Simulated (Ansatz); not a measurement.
# What a change of settings does to a run on Hg

The cell was built from the sc type and relaxed in the same program, and has space group Pm-3m; it needn't be a known or the stable phase.

First run: DFT, PBE, all-electron PAW with datasets made for the crystal, scalar-relativistic (Ansatz 0.2.0).

Command: `ansatz run input.yaml --threads 1 --pin off --max-ram 2048MiB --backend cpu --events-out ev --progress --plain --runs-dir out` The run took 4.8 s on 1 thread of Intel(R) Xeon(R) Platinum 8488C (Sapphire Rapids) (shared host).

```yaml
crystal:
  lattice:
    - [3.093605016, 0.0, 0.0]
    - [0.0, 3.093605016, 0.0]
    - [0.0, 0.0, 3.093605016]
  atoms:
    - { symbol: Hg, position: [0.0, 0.0, 0.0] }
kpoints:
  mp_grid: { grid: [12, 12, 12] }
  band_path:
    path:
      - [0.0, 0.0, 0.0]
      - [0.0, 0.5, 0.0]
      - [0.5, 0.5, 0.0]
      - [0.0, 0.0, 0.0]
      - [0.5, 0.5, 0.5]
      - [0.0, 0.5, 0.0]
      - [0.5, 0.5, 0.5]
      - [0.5, 0.5, 0.0]
    npoints: 8
scf:
  occupations: { method: fermi_dirac, width: 0.05 }
hamiltonian:
  xc: pbe
  pseudopotentials: { kind: all_electron, datasets: crystal }
output:
  forces: true
  stress: true
  eigenvalues: true
  efg: { contact_densities: true }
```

Result: converged; pressure -0.05 GPa; no gap on the k mesh; 8 SCF iterations.

Spin–orbit coupling is left out, though it moves levels of the heavy atoms by tenths of an eV or more.

The input is then changed:

```diff
@@ -22,5 +22,5 @@
   occupations: { method: fermi_dirac, width: 0.05 }
 hamiltonian:
-  xc: pbe
+  xc: pbesol
   pseudopotentials: { kind: all_electron, datasets: crystal }
 output:
```

(1) Predict the outcome of the changed run.

Answers

(1) It converged; pressure -3.39 GPa; no gap on the k mesh; 7 SCF iterations.
